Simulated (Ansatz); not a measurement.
Crystal: Ti.

```
CELL_PARAMETERS angstrom
4.56737 0.00000 0.00000
-2.28369 3.95546 0.00000
0.00000 0.00000 2.82624
ATOMIC_POSITIONS crystal
Ti 0.66667 0.33333 0.50000
Ti 0.33333 0.66667 0.50000
Ti 0.00000 0.00000 0.00000
```

This isn't the form of Ti at room conditions, which is hcp.

- Program: Ansatz 0.2.0
- Task: single point
- Functional: PBE
- Potentials or basis: all-electron LAPW, scalar-relativistic
- Cutoff: 262 eV (chosen from the basis error)
- Basis error allowed: 0.001 eV/atom
- k mesh: 7 × 7 × 9
- Occupations: fermi-dirac, width 0.05 eV
- Spin: no spin polarisation

On this cell: pressure 0.8 GPa; largest force under 0.003 eV/Å; band gap on the k mesh none (metal or under the smearing width).

The same run follows on a disturbed copy (atoms moved at random, drawn with an rms of 0.05 Å):

```xyz
3
Lattice="4.5674 0.0000 0.0000 -2.2837 3.9555 0.0000 0.0000 0.0000 2.8262" Properties=species:S:1:pos:R:3 pbc="T T T"
Ti    2.2844    1.3199    1.4254
Ti    0.0190    2.6552    1.3569
Ti    0.0164    0.0211    0.0092
```

Task: What changes?

Result: The energy (extrapolated to zero smearing) moves by +2.6 meV/atom; pressure 0.8 GPa; largest force 0.207 eV/Å; band gap on the k mesh none (metal or under the smearing width).

Forces on the atoms (eV/Å):
```
Ti   0.068  0.071 -0.021
Ti  -0.047 -0.040  0.197
Ti  -0.020 -0.031 -0.176
```
